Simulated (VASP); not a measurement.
A run of VASP 6.6.1 is set up as follows.

File INCAR:

```
SYSTEM = As
ALGO = Fast ; EDIFF = 1E-6
EDIFFG = -0.005 ; ENCUT = 520
GGA = CA ; IBRION = 2
ISIF = 2 ; ISMEAR = 0
LASPH = .TRUE. ; LCHARG = .FALSE.
LREAL = .FALSE. ; LWAVE = .FALSE.
NELM = 60 ; NSW = 60
PREC = Accurate ; SIGMA = 0.05
```

The input KPOINTS:

```
k-points
0
G
  9 9 9
  0 0 0
```

The input POSCAR:

```
As
1.0
   -2.7036817400      0.0000000000     -2.7036817400
    0.0000000000     -2.7036817400     -2.7036817400
   -2.7036817400     -2.7036817400      0.0000000000
As
2
Direct
    0.2763515400      0.2271399200      0.2568997100
    0.7236484600      0.7728600800      0.7431002900
```

Potentials or basis: VASP PAW LDA potentials, release 64 (As).

Run with:

```sh
$ cat potpaw_LDA.64/As/POTCAR > POTCAR
$ mpirun -np 1 vasp_std > vasp.out
```

Estimate the band gap on the k mesh.

none (metal or under the smearing width).

Predict the energy gained by relaxing.

21.7 meV/atom.

Stress tensor (GPa, compression positive):
```
 1.00 -1.66  1.68
-1.66  0.99 -1.67
 1.68 -1.67  1.02
```
